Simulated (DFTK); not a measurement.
The system is CdTe.

```
CELL_PARAMETERS angstrom
0.00000 3.20500 3.20500
3.20500 0.00000 3.20500
3.20500 3.20500 0.00000
ATOMIC_POSITIONS crystal
Te 0.75000 0.75000 0.75000
Cd 0.00000 0.00000 0.00000
```

Base run:

* Program: DFTK 0.8.2
* Functional: r2SCAN
* Potentials or basis: SG15 1.2 (PBE)
* Cutoff: 1225 eV
* k mesh: 6 × 6 × 6
* Occupations: fermi-dirac, width 0.05 eV
* Spin: no spin polarisation

Its results: band gap on the k mesh 1.15 eV, direct.

Problem. The run is repeated on the same cell with these changes: functional from r2SCAN to BJ06. What comes out?

Solution. Band gap on the k mesh 1.24 eV, direct.

Caveats: spin-orbit coupling is left out, which moves the levels of the heavy elements; the program leaves the constant c of mgga_x_tb09 at 1, so the potential is Becke-Johnson's (BJ06) and not Tran and Blaha's, with levels but no total energy (some runs).
